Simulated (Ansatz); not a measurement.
The cell is COD entry 9008523, as deposited and not checked against the literature; nothing was relaxed. The listed cell was then made from it by scaling, straining or moving an atom.

An input for Zr: DFT, PBE, all-electron LAPW, scalar-relativistic (Ansatz 0.2.0).

Command: `ansatz run input.yaml --threads 1 --pin off --max-ram 3072MiB --backend cpu --events-out ev --progress --plain --runs-dir out` The run took 17 s on 1 thread of AMD EPYC 7B13 (Zen 3), on a shared host, peak memory 0.4 GiB.

```yaml
crystal:
  lattice:
    - [3.2319982225, 0.0, 0.0]
    - [-1.6159991112, 2.7989925656, 0.0]
    - [0.0, 0.0, 5.04406]
  atoms:
    - { symbol: Zr, position: [0.3333333333, 0.6666666667, 0.25] }
    - { symbol: Zr, position: [0.6666666667, 0.3333333333, 0.75] }
kpoints:
  mp_grid: { grid: [13, 13, 7] }
  band_path:
    path:
      - [0.0, 0.0, 0.0]
      - [0.5, 0.0, 0.0]
      - [0.3333333333, 0.3333333333, 0.0]
      - [0.0, 0.0, 0.0]
      - [0.0, 0.0, 0.5]
      - [0.5, 0.0, 0.5]
      - [0.3333333333, 0.3333333333, 0.5]
      - [0.0, 0.0, 0.5]
      - [0.5, 0.0, 0.5]
    npoints: 5
scf:
  occupations: { method: fermi_dirac, width: 0.08 }
hamiltonian:
  xc: pbe
  pseudopotentials: { kind: all_electron, lapw: { basis_error: 0.001 } }
output:
  forces: true
  stress: true
  eigenvalues: true
```

The results part of the log:

```
SCF 1 converged in 8 iterations: F = -195854.228215 eV  dr2 = 3.41e-8
NSCF: frozen V_eff on 41 k-points
SCF converged after 8 iterations
Free energy (F): -195854.228215 eV
Harris-Foulkes:  -195854.228215 eV  (|F-HF|=6.05e-9)
Internal energy: -195854.184172 eV  (E = F + TS)
E sigma→0 (E₀):  -195854.206194 eV
Entropy (-TS):   -0.044043 eV (-22.022 meV/atom)
Fermi energy:    16.140443 eV
--- Per-component energies (eV) ---
  E_band       = -3192.778044
  E_kinetic    = 202301.213178
  E_xc         = -6222.292335
  E_electrostatic = -391933.105015  (all electrons and nuclei)
  E_smearing   = -0.044043  (= −TS)
  E_closure    = 0.000000  (closes the sum)
  E_atoms      = -195839.623081  (free atoms, spherical and without spin; not in F)
  Σ components = -195854.228215   (vs F -195854.228215, Δ=0.00e0)
  Basis errors (estimates in eV, not in F): energy 1.7e-4 per atom: plane waves 1.3e-4 (6.7e-5 summed), levels above the bands 3.0e-14, relativity 5.5e-8, radial functions 4.1e-5, core shells 8.7e-7; eigenvalues (radial functions only) 7.6e-7; not estimated: angular momenta, meshes, grids; target (lapw.basis_error) 1.0e-3; muffin-tin radii Zr 1.569 Å
--- Forces (eV/Å), atoms counted from 1 ---
  atom   1  Zr    -0.00000000     0.00000000     0.00000000
  atom   2  Zr     0.00000000    -0.00000000    -0.00000000
  max |Σ_I F_I| component: 3.70e-17 eV/Å
--- Stress (GPa, compression-positive) ---
        1.696288      -0.000000       0.000000
       -0.000000       1.696288      -0.000000
        0.000000      -0.000000       4.465258
  P = ⅓ Tr σ = 2.6193 GPa (26.193 kbar)
--- Band table (eV; the first three rows and the last of 84) ---
  k-point 0: bands = ["-152.5463", "-152.5463", "-152.5463", "-152.5463", "-152.5455", "-152.5455", "-152.5204", "-152.5204", "-152.5204", "-152.5204", "-32.6494", "-32.4678", "-11.2370", "-10.3156", "-10.3156", "-10.1488", "-10.1488", "-10.1200", "10.4590", "13.0596", "16.9650", "16.9650", "17.3374", "17.5623", "17.7266", "17.7266", "18.1677"]
  k-point 1: bands = ["-152.5463", "-152.5463", "-152.5463", "-152.5463", "-152.5455", "-152.5455", "-152.5204", "-152.5204", "-152.5204", "-152.5204", "-32.6406", "-32.4770", "-11.1854", "-10.3074", "-10.3074", "-10.1796", "-10.1571", "-10.1571", "10.6386", "13.0611", "16.8551", "16.8551", "17.1919", "17.2206", "17.5778", "17.5778", "18.4640"]
  k-point 2: bands = ["-152.5463", "-152.5463", "-152.5463", "-152.5463", "-152.5455", "-152.5455", "-152.5204", "-152.5204", "-152.5204", "-152.5204", "-32.6158", "-32.5026", "-11.0390", "-10.3438", "-10.2845", "-10.2845", "-10.1805", "-10.1805", "11.1437", "12.9706", "16.5735", "16.7318", "16.7318", "16.8209", "17.2541", "17.2541", "19.1138"]
  k-point 83: bands = ["-152.5463", "-152.5463", "-152.5463", "-152.5463", "-152.5455", "-152.5455", "-152.5204", "-152.5204", "-152.5204", "-152.5204", "-32.4663", "-32.4624", "-10.9910", "-10.9813", "-10.7324", "-10.6534", "-10.3093", "-10.2920", "14.3913", "14.4713", "15.0289", "15.0460", "16.0664", "16.1834", "18.0379", "18.5170", "20.5382"]
```
